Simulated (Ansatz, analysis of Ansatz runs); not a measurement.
**LaOF (R-3m), nudged elastic band: F_i by the interstitialcy path (q = 0)**

How high is the barrier when F changes place in LaOF (R-3m)? The case: F_i by the interstitialcy path, charge 0, in a cell of 36 host atoms with 1 F put in.

Main program and level: Ansatz 0.2.0; plane-wave PAW DFT, PBEsol; nudged elastic band between two relaxed defect structures.

**1. Set-up**

The cell holds 37 atoms: 12 La, 12 O and 13 F. Its edges and angles: a = 8.026 Å, b = 12.040 Å, c = 7.079 Å, α = 73.5°, β = 73.5°, γ = 60.0°. It derives from LaOF (space group R-3m). Nearest the centre at fractional (0.907, 0.438, 0.556): F37 at 1.22 Å, F11 at 1.22 Å, F30 at 2.30 Å, F24 at 2.30 Å, O27 at 2.39 Å, La26 at 2.48 Å, La20 at 2.48 Å, La7 at 2.50 Å.

The cell's shortest repeat is 7.1 Å.

**2. Relaxation of the start point, charge 0**

A barrier is counted from a minimum, so both ends are relaxed first. Small random displacements break the symmetry of the ideal sites, so that the defect can distort if it gains by it. The cell holds an odd number of electrons, so the run is spin-polarised with the moment held at 1 μB.

q0_M1.start/input.yaml

```yaml
crystal:
  lattice:
    - [-4.01323028, 6.95111875, 0.0]
    - [-12.03969085, 0.0, 0.0]
    - [-2.00661514, 1.15851979, 6.68937332]
  atoms:
    - { symbol: La, position: [0.12912111, 0.08608074, 0.22527337] }
    - { symbol: La, position: [0.37087889, 0.2472526, 0.77472663] }
    - { symbol: O, position: [0.1884472, 0.12563147, 0.86931681] }
    - { symbol: O, position: [0.3115528, 0.20770187, 0.13068319] }
    - { symbol: F, position: [0.06449263, 0.04299509, 0.6130442] }
    - { symbol: F, position: [0.43550737, 0.29033824, 0.3869558] }
    - { symbol: La, position: [0.12912111, 0.41941407, 0.22527337] }
    - { symbol: La, position: [0.37087889, 0.58058593, 0.77472663] }
    - { symbol: O, position: [0.1884472, 0.4589648, 0.86931681] }
    - { symbol: O, position: [0.3115528, 0.5410352, 0.13068319] }
    - { symbol: F, position: [0.06449263, 0.37632842, 0.6130442] }
    - { symbol: F, position: [0.43550737, 0.62367158, 0.3869558] }
    - { symbol: La, position: [0.12912111, 0.7527474, 0.22527337] }
    - { symbol: La, position: [0.37087889, 0.91391926, 0.77472663] }
    - { symbol: O, position: [0.1884472, 0.79229813, 0.86931681] }
    - { symbol: O, position: [0.3115528, 0.87436853, 0.13068319] }
    - { symbol: F, position: [0.06449263, 0.70966176, 0.6130442] }
    - { symbol: F, position: [0.43550737, 0.95700491, 0.3869558] }
    - { symbol: La, position: [0.62912111, 0.08608074, 0.22527337] }
    - { symbol: La, position: [0.87087889, 0.2472526, 0.77472663] }
    - { symbol: O, position: [0.6884472, 0.12563147, 0.86931681] }
    - { symbol: O, position: [0.8115528, 0.20770187, 0.13068319] }
    - { symbol: F, position: [0.56449263, 0.04299509, 0.6130442] }
    - { symbol: F, position: [0.93550737, 0.29033824, 0.3869558] }
    - { symbol: La, position: [0.62912111, 0.41941407, 0.22527337] }
    - { symbol: La, position: [0.87087889, 0.58058593, 0.77472663] }
    - { symbol: O, position: [0.6884472, 0.4589648, 0.86931681] }
    - { symbol: O, position: [0.8115528, 0.5410352, 0.13068319] }
    - { symbol: F, position: [0.56449263, 0.37632842, 0.6130442] }
    - { symbol: F, position: [0.93550737, 0.62367158, 0.3869558] }
    - { symbol: La, position: [0.62912111, 0.7527474, 0.22527337] }
    - { symbol: La, position: [0.87087889, 0.91391926, 0.77472663] }
    - { symbol: O, position: [0.6884472, 0.79229813, 0.86931681] }
    - { symbol: O, position: [0.8115528, 0.87436853, 0.13068319] }
    - { symbol: F, position: [0.56449263, 0.70966176, 0.6130442] }
    - { symbol: F, position: [0.93550737, 0.95700491, 0.3869558] }
    - { symbol: F, position: [0.75, 0.5, 0.5] }
basis:
  ecutwfc: 420
  xc_grid: 2
hamiltonian:
  xc: pbesol
kpoints:
  mp_grid: { grid: [1, 1, 1] }
magnetization:
  spin_polarized: true
  initial_magnetization: 1
  spin_locking: { lock_magnetization: hard }
scf:
  occupations: { method: fixed }
  max_iter: 100
output:
  forces: true
relax:
  f_tol: 0.015
  max_steps: 70
  random_displacement: { amplitude: 0.03, seed: 435 }
```

Started as:

```sh
$ ansatz run input.yaml --threads 4 --pin off --max-ram 7536MiB --backend cpu --events-out ev --progress --plain --runs-dir out
```

The program printed:

```text
The last accepted step is kept in <dir> (removed where the run ends without a failure and the disk answers)
Engine: ansatz 0.2.0, x86_64-unknown-linux-gnu
Pseudopotentials: kind: paw
Pseudopotential: La, paw, valence charge 11, recommended cutoff 420 eV (normal), La.paw.azcp
Pseudopotential: O, paw, valence charge 6, recommended cutoff 420 eV (normal), O.paw.azcp
Pseudopotential: F, paw, valence charge 7, recommended cutoff 420 eV (normal), F.paw.azcp
Functional definition: PBEsol
  exchange = pbesol_x
  correlation = pbesol_c
Crystal: 37 atoms, lattice volume = 559.829 Å³
Basis set: ecut = 420 eV, 10937 PW (Γ), exchange–correlation on 108×162×96 points (8 copies of the dense FFT grid, shifted against one another)
Bands: 185, of which v1, the nominal top of the filled ones, is band 148 counted from 1 (147 counted from 0)
Symmetry: 1 space group operations
k-points: 1
Non-local potential: La, projectors of the file, l = 0: 3, l = 1: 2, l = 2: 2, l = 3: 3
Non-local potential: O, projectors of the file, l = 0: 2, l = 1: 2, l = 2: 1
Non-local potential: F, projectors of the file, l = 0: 2, l = 1: 2, l = 2: 1
PAW form: soft (Blöchl's): semilocal exchange-correlation on the pseudo side does not see the compensation charge
PAW frozen core: La, regenerated for the run's functional, and the local potential with it (the file was generated under x = pbe(κ = 0.804, μ = 0.219515), c = pbe(β = 0.066725))
PAW frozen core: O, regenerated for the run's functional, and the local potential with it (the file was generated under x = pbe(κ = 0.804, μ = 0.219515), c = pbe(β = 0.066725))
PAW frozen core: F, regenerated for the run's functional, and the local potential with it (the file was generated under x = pbe(κ = 0.804, μ = 0.219515), c = pbe(β = 0.066725))
PAW one-centre angular grid: La, 590 points (default); XC on 64 Gauss nodes
PAW one-centre angular grid: O, 110 points (default); XC on 64 Gauss nodes
PAW one-centre angular grid: F, 110 points (default); XC on 64 Gauss nodes
Initial density: superposition of atomic densities (chi_scale 0.1, normalization cell, long waves kept (reshape's long-wave potential 0.56 eV rms))
Starting moments: Σ|m| = 1 μB on 37 of 37 sites
Initial wavefunctions: pseudopotential atomic-orbital guess
Functional: x = pbesol(κ = 0.804, μ = 0.123457), c = pbesol(β = 0.046)
SCF iter   1: F=—  HF=-91290.833309 eV  |F-HF|=—  |Δ(HF+E_count)|=         —  Δρ=3.06e-1 (↑3.06e-1 ↓3.00e-1)  dr2=4.21e3  dr2_m=1.53e-1  M=1.000 μB ∫|m|=1.083 μB  β_m=0.30  ethr=3.10e-3  ⟨swp⟩=4.0  Hψ=1310  notcnv=0  defer=53
preconditioner: auto → Resta (q_TF=auto, 2.452 Å⁻¹)  ε∞=7.2  [insulator: Δε(μ)=0.012 eV  Ē_g=10.402 eV  n_scr=138 (ndim 8)  ℏωp=25.8 eV  f_vac=0.000  ε∞_Penn≈7.2]
spin=Collinear: Resta preconditioning applied to the charge; magnetization (m = ρ↑ − ρ↓) channel mixes plain (no charge-response kernel on spin).
SCF iter   2: F=—  HF=-91220.168529 eV  |F-HF|=—  |Δ(HF+E_count)|=    7.07e1  Δρ=1.05e-1 (↑1.03e-1 ↓1.05e-1)  dr2=2.07e2  dr2_m=5.20e-1  M=1.000 μB ∫|m|=1.059 μB  β_m=0.27  ethr=3.10e-3  ⟨swp⟩=14.5  Hψ=4063  notcnv=0  defer=72
SCF iter   3: F=—  HF=-91180.691195 eV  |F-HF|=—  |Δ(HF+E_count)|=    3.95e1  Δρ=6.61e-2 (↑6.33e-2 ↓6.61e-2)  dr2=1.02e2  dr2_m=5.29e-1  M=1.000 μB ∫|m|=1.069 μB  β_m=0.64  ethr=3.10e-3  ⟨swp⟩=5.5  Hψ=747  notcnv=0  defer=70
SCF iter   4: F=—  HF=-91154.940011 eV  |F-HF|=—  |Δ(HF+E_count)|=    2.58e1  Δρ=5.72e-2 (↑3.29e-2 ↓5.72e-2)  dr2=5.30e1  dr2_m=1.45e0  M=1.000 μB ∫|m|=1.161 μB  β_m=0.55  ethr=3.10e-3  ⟨swp⟩=8.0  Hψ=886  notcnv=0  defer=73
SCF iter   5: F=—  HF=-91145.294173 eV  |F-HF|=—  |Δ(HF+E_count)|=    9.65e0  Δρ=3.05e-2 (↑1.23e-2 ↓3.05e-2)  dr2=8.67e0  dr2_m=1.03e0  M=1.000 μB ∫|m|=1.214 μB  β_m=0.63  ethr=3.10e-3  ⟨swp⟩=6.5  Hψ=796  notcnv=0  defer=69
SCF iter   6: F=—  HF=-91143.907083 eV  |F-HF|=—  |Δ(HF+E_count)|=    1.39e0  Δρ=2.76e-2 (↑1.32e-2 ↓2.76e-2)  dr2=9.02e0  dr2_m=5.28e-1  M=1.000 μB ∫|m|=1.178 μB  β_m=0.53  ethr=2.94e-3  ⟨swp⟩=4.5  Hψ=704  notcnv=0  defer=71
SCF iter   7: F=—  HF=-91143.444230 eV  |F-HF|=—  |Δ(HF+E_count)|=   4.63e-1  Δρ=1.21e-2 (↑4.34e-3 ↓1.21e-2)  dr2=1.30e0  dr2_m=2.11e-1  M=1.000 μB ∫|m|=1.188 μB  β_m=0.59  ethr=2.94e-3  ⟨swp⟩=8.0  Hψ=897  notcnv=0  defer=72
SCF iter   8: F=—  HF=-91143.416339 eV  |F-HF|=—  |Δ(HF+E_count)|=   2.79e-2  Δρ=9.20e-3 (↑3.71e-3 ↓9.20e-3)  dr2=9.22e-1  dr2_m=9.30e-2  M=1.000 μB ∫|m|=1.169 μB  β_m=0.57  ethr=4.39e-4  ⟨swp⟩=5.5  Hψ=679  notcnv=0  defer=72
SCF iter   9: F=—  HF=-91143.362847 eV  |F-HF|=—  |Δ(HF+E_count)|=   5.35e-2  Δρ=4.22e-3 (↑2.28e-3 ↓4.22e-3)  dr2=3.69e-1  dr2_m=1.62e-2  M=1.000 μB ∫|m|=1.155 μB  β_m=0.59  ethr=3.12e-4  ⟨swp⟩=5.5  Hψ=587  notcnv=0  defer=72
SCF iter  10: F=—  HF=-91143.293077 eV  |F-HF|=—  |Δ(HF+E_count)|=   6.98e-2  Δρ=1.88e-3 (↑1.07e-3 ↓1.88e-3)  dr2=8.21e-2  dr2_m=3.86e-3  M=1.000 μB ∫|m|=1.145 μB  β_m=0.62  ethr=1.25e-4  ⟨swp⟩=7.5  Hψ=680  notcnv=0  defer=72
SCF iter  11: F=—  HF=-91143.287081 eV  |F-HF|=—  |Δ(HF+E_count)|=   6.00e-3  Δρ=1.00e-3 (↑4.75e-4 ↓1.00e-3)  dr2=1.80e-2  dr2_m=1.09e-3  M=1.000 μB ∫|m|=1.137 μB  β_m=0.67  ethr=2.78e-5  ⟨swp⟩=6.0  Hψ=616  notcnv=0  defer=73
SCF iter  12: F=—  HF=-91143.286286 eV  |F-HF|=—  |Δ(HF+E_count)|=   7.95e-4  Δρ=8.99e-4 (↑4.65e-4 ↓8.99e-4)  dr2=1.13e-2  dr2_m=4.86e-4  M=1.000 μB ∫|m|=1.137 μB  β_m=0.55  ethr=6.12e-6  ⟨swp⟩=7.0  Hψ=611  notcnv=0  defer=73
SCF iter  13: F=—  HF=-91143.285195 eV  |F-HF|=—  |Δ(HF+E_count)|=   1.09e-3  Δρ=3.69e-4 (↑1.98e-4 ↓3.69e-4)  dr2=1.82e-3  dr2_m=9.79e-5  M=1.000 μB ∫|m|=1.136 μB  β_m=0.49  ethr=3.84e-6  ⟨swp⟩=4.0  Hψ=564  notcnv=0  defer=71
SCF iter  14: F=—  HF=-91143.285739 eV  |F-HF|=—  |Δ(HF+E_count)|=   5.45e-4  Δρ=1.09e-4 (↑8.78e-5 ↓1.09e-4)  dr2=2.96e-4  dr2_m=1.24e-5  M=1.000 μB ∫|m|=1.136 μB  β_m=0.68  ethr=6.17e-7  ⟨swp⟩=2.0  Hψ=649  notcnv=0  defer=71
SCF iter  15: F=—  HF=-91143.285841 eV  |F-HF|=—  |Δ(HF+E_count)|=   1.01e-4  Δρ=5.99e-5 (↑5.14e-5 ↓5.99e-5)  dr2=5.98e-5  dr2_m=2.12e-6  M=1.000 μB ∫|m|=1.136 μB  β_m=0.65  ethr=1.00e-7  ⟨swp⟩=3.0  Hψ=611  notcnv=0  defer=71
SCF iter  16: F=—  HF=-91143.285848 eV  |F-HF|=—  |Δ(HF+E_count)|=   7.37e-6  Δρ=3.63e-5 (↑1.82e-5 ↓3.63e-5)  dr2=1.37e-5  dr2_m=1.43e-6  M=1.000 μB ∫|m|=1.136 μB  β_m=0.66  ethr=2.03e-8  ⟨swp⟩=2.5  Hψ=571  notcnv=0  defer=71
SCF iter  17: F=-91143.285852 eV  HF=-91143.285852 eV  |F-HF|=7.74e-8  |Δ(HF+E_count)|=   4.14e-6  Δρ=1.44e-5 (↑1.23e-5 ↓1.44e-5)  dr2=3.83e-6  dr2_m=6.07e-8  M=1.000 μB ∫|m|=1.136 μB  ethr=1.91e-9  ⟨swp⟩=5.5  Hψ=1191  notcnv=0
SCF 1 converged in 17 iterations: F = -91143.285852 eV  dr2 = 3.83e-6
[...]
SCF iter   3: F=—  HF=-91144.072447 eV  |F-HF|=—  |Δ(HF+E_count)|=   6.86e-5  Δρ=3.50e-4 (↑1.23e-4 ↓3.50e-4)  dr2=4.56e-4  dr2_m=1.47e-4  M=1.000 μB ∫|m|=1.147 μB  β_m=0.52  ethr=2.94e-7  ⟨swp⟩=2.0  Hψ=549  notcnv=0  defer=62
SCF iter   4: F=—  HF=-91144.072417 eV  |F-HF|=—  |Δ(HF+E_count)|=   2.98e-5  Δρ=3.37e-5 (↑2.35e-5 ↓3.37e-5)  dr2=6.84e-6  dr2_m=6.97e-7  M=1.000 μB ∫|m|=1.147 μB  β_m=0.63  ethr=1.54e-7  ⟨swp⟩=2.0  Hψ=545  notcnv=0  defer=64
SCF iter   5: F=—  HF=-91144.073073 eV  |F-HF|=—  |Δ(HF+E_count)|=   6.55e-4  Δρ=1.73e-5 (↑1.22e-5 ↓1.73e-5)  dr2=3.50e-6  dr2_m=1.29e-7  M=1.000 μB ∫|m|=1.147 μB  β_m=0.61  ethr=2.32e-9  ⟨swp⟩=2.0  Hψ=578  notcnv=0  defer=62
SCF iter   6: F=—  HF=-91144.073072 eV  |F-HF|=—  |Δ(HF+E_count)|=   3.74e-7  Δρ=4.63e-6 (↑2.81e-6 ↓4.63e-6)  dr2=2.05e-7  dr2_m=1.83e-8  M=1.000 μB ∫|m|=1.147 μB  β_m=0.70  ethr=1.19e-9  ⟨swp⟩=2.0  Hψ=567  notcnv=0  defer=62
SCF iter   7: F=—  HF=-91144.073072 eV  |F-HF|=—  |Δ(HF+E_count)|=   4.62e-8  Δρ=2.89e-6 (↑1.96e-6 ↓2.89e-6)  dr2=1.07e-7  dr2_m=5.39e-9  M=1.000 μB ∫|m|=1.147 μB  β_m=0.67  ethr=3.39e-11  ⟨swp⟩=4.0  Hψ=1104  notcnv=0
SCF iter   8: F=-91144.073072 eV  HF=-91144.073072 eV  |F-HF|=2.27e-9  |Δ(HF+E_count)|=  6.11e-10  Δρ=1.04e-6 (↑7.67e-7 ↓1.04e-6)  dr2=1.44e-8  dr2_m=1.02e-9  M=1.000 μB ∫|m|=1.147 μB  ethr=3.39e-11  ⟨swp⟩=4.0  Hψ=945  notcnv=0
SCF 10 converged in 8 iterations: F = -91144.073072 eV  dr2 = 1.44e-8
relax step  10: F+E_penalty+E_count = -91144.07307233 eV  Δ(F+E_penalty+E_count) = -1.218e-4 eV  max|allowed force component| = 1.230e-2 eV/Å  Δτ_max = 0.0173 Å  (8 SCF iters, accepted)
SCF converged after 8 iterations
Stability checked in part: among states of this total moment the steps that led to this state did not find it unstable. No probe was made; neither looks for a lower state of another moment (fixed_total_moment; see scf.lower_state_search)
Magnetization: 1.0000 μB (148.0000 up, 147.0000 down)
Absolute magnetization: 1.1527 μB (∫|ρ↑−ρ↓|, with the PAW one-centre terms)
Spin contamination: 0.0043 ħ² per cell (⟨S²⟩ above its minimum at these occupations)
Per-site moments (μB) at R_I (Å): [(-4.742428e-5, 0.975296), (0.000101395, 0.968198), (0.00103344, 0.975296), [... 34 left out ...]
Free energy (F): -91144.073072 eV
Harris-Foulkes:  -91144.073072 eV  (|F-HF|=2.27e-9)
Internal energy: -91144.073072 eV  (E = F + TS)
E sigma→0 (E₀):  -91144.073072 eV
Fermi energy:    8.408239 (↑ 8.393068, ↓ 8.408239) eV
--- Per-component energies (eV) ---
  E_band       = -431.986559
  E_kinetic    = 7101.546752
  E_local      = -14801.741988  (includes V_loc(G=0)·N_el)
  E_nonlocal   = 2715.898405
  E_hartree    = 5428.455795
  E_xc         = -3573.481354
  E_vxc        = -4229.074214  (∫ρ·V_xc dr)
  E_paw        = -68298.313671  (= ΣΔE_a)
  E_vpaw       = -2075.582409  (= ΣTr[D̂ρ^β])
  E_aug_tail   = 0.055361  (compensation charges beyond the density's cutoff)
  E_ewald      = -19719.501696
  E_core_change = 3.009323  (= ΣΔE_core)
  E_smearing   = -0.000000  (= −TS)
  E_closure    = -0.000000  (closes the sum)
  Σ components = -91144.073072   (vs F -91144.073072, Δ=0.00e0)
--- Forces (eV/Å), atoms counted from 1 ---
  atom   1  La    -0.00262672    -0.00169038     0.00371987
  atom   2  La     0.00136878     0.00442147    -0.00040387
  atom   3  O     -0.00143851    -0.00165659    -0.00224550
  atom   4  O      0.00540344     0.00287028     0.00171656
  atom   5  F     -0.00036364     0.00071740     0.00080175
  atom   6  F     -0.00110592    -0.00162648    -0.00085697
  atom   7  La    -0.00385998     0.00059261    -0.00153086
  atom   8  La    -0.00185360     0.00070104    -0.00075023
  atom   9  O     -0.00043189    -0.00470677     0.00040001
  atom  10  O     -0.00193626    -0.00301765     0.00164111
  atom  11  F     -0.00303788    -0.00257170    -0.00258892
  atom  12  F      0.00090612    -0.00069388     0.00199273
  atom  13  La     0.00414815     0.00025708    -0.00118552
  atom  14  La     0.00228542     0.00161422    -0.00147333
  atom  15  O     -0.00083779    -0.00010108    -0.00260662
  atom  16  O     -0.00001315    -0.00073729    -0.00177475
  atom  17  F      0.00178632    -0.00192459     0.00227710
  atom  18  F      0.00040217    -0.00064879    -0.00061628
  atom  19  La    -0.00112565     0.00172740     0.00296043
  atom  20  La     0.00039979     0.00045106    -0.00146017
  atom  21  O     -0.00002824    -0.00009513    -0.00056906
  atom  22  O     -0.00124630    -0.00099491     0.00146697
  atom  23  F      0.00092108    -0.00055466     0.00068001
  atom  24  F     -0.00059705    -0.00007598     0.00067590
  atom  25  La     0.00410390     0.00464776    -0.01230590
  atom  26  La    -0.00100005     0.00401643    -0.00687250
  atom  27  O      0.00559977    -0.00017712     0.00781741
  atom  28  O     -0.00248801     0.00170136     0.00066436
  atom  29  F     -0.00059358    -0.00201557    -0.00039226
  atom  30  F     -0.00102305     0.00095500     0.00576748
  atom  31  La    -0.00285630     0.00186838     0.00198817
  atom  32  La     0.00081200     0.00240301    -0.00339361
  atom  33  O      0.00048157    -0.00257391    -0.00100613
  atom  34  O      0.00007214    -0.00206346     0.00167914
  atom  35  F      0.00013853     0.00105541    -0.00042432
  atom  36  F     -0.00041456    -0.00015231    -0.00045875
  atom  37  F      0.00003016    -0.00190431     0.00655365
  max |Σ_I F_I| component: 1.13e-4 eV/Å
--- Relaxed structure (10 steps of the walk, 10 accepted, 0 SCFs on fresh bases) ---
  F+E_penalty+E_count = -91144.07307233 eV   max|allowed force component| = 1.230e-2 eV/Å
  atoms:
    - { symbol: La, position: [0.129554, 0.084084, 0.224476] }
    - { symbol: La, position: [0.368799, 0.247943, 0.779615] }
    - { symbol: O, position: [0.185806, 0.125286, 0.871042] }
    - { symbol: O, position: [0.309598, 0.210650, 0.130481] }
    - { symbol: F, position: [0.064439, 0.041442, 0.615664] }
    - { symbol: F, position: [0.436160, 0.289151, 0.387877] }
    - { symbol: La, position: [0.126606, 0.417985, 0.228244] }
    - { symbol: La, position: [0.372002, 0.582911, 0.771420] }
    - { symbol: O, position: [0.182668, 0.462478, 0.871769] }
    - { symbol: O, position: [0.316470, 0.538272, 0.127054] }
    - { symbol: F, position: [0.081176, 0.370169, 0.615768] }
    - { symbol: F, position: [0.417010, 0.631021, 0.383126] }
    - { symbol: La, position: [0.130483, 0.753311, 0.219231] }
    - { symbol: La, position: [0.369994, 0.916716, 0.774386] }
    - { symbol: O, position: [0.189653, 0.790513, 0.868603] }
    - { symbol: O, position: [0.314120, 0.875481, 0.127868] }
    - { symbol: F, position: [0.062915, 0.712125, 0.611418] }
    - { symbol: F, position: [0.435165, 0.959082, 0.383551] }
    - { symbol: La, position: [0.629882, 0.085822, 0.223355] }
    - { symbol: La, position: [0.870682, 0.251495, 0.770845] }
    - { symbol: O, position: [0.692808, 0.124661, 0.869777] }
    - { symbol: O, position: [0.806060, 0.213865, 0.127998] }
    - { symbol: F, position: [0.563758, 0.042764, 0.614900] }
    - { symbol: F, position: [0.946942, 0.277291, 0.385584] }
    - { symbol: La, position: [0.626645, 0.416665, 0.245921] }
    - { symbol: La, position: [0.872672, 0.584497, 0.751942] }
    - { symbol: O, position: [0.693224, 0.462387, 0.876074] }
    - { symbol: O, position: [0.806182, 0.538665, 0.119851] }
    - { symbol: F, position: [0.553078, 0.372292, 0.622566] }
    - { symbol: F, position: [0.947237, 0.629334, 0.376047] }
    - { symbol: La, position: [0.628652, 0.749134, 0.228520] }
    - { symbol: La, position: [0.869238, 0.915188, 0.775646] }
    - { symbol: O, position: [0.693415, 0.786810, 0.870818] }
    - { symbol: O, position: [0.806116, 0.876436, 0.129017] }
    - { symbol: F, position: [0.552984, 0.722621, 0.613281] }
    - { symbol: F, position: [0.935685, 0.958175, 0.383785] }
    - { symbol: F, position: [0.751720, 0.501449, 0.490757] }
```

It took 1.9 min on 4 threads of AMD EPYC 7R43, shared host; peak memory 0.99 GiB; 6.3 min of CPU time.

(Part 1 of 3 ends here.)

[Long decimals in the printed logs are rounded to 6 places.]

[Repeated set-up lines and some long k-point lines are left out of the logs, and relaxed atomic positions are cut to six decimals.]

[Logs are printed without paths, hosts, clocks, repeated set-up lines and the standing remarks that a program may print on its own settings, such as how far it seeks lower states.]

[Hosts, paths, dates, database ids (printed as entryN), source tags and the programs' standing remarks are cut or masked in the printed files.]
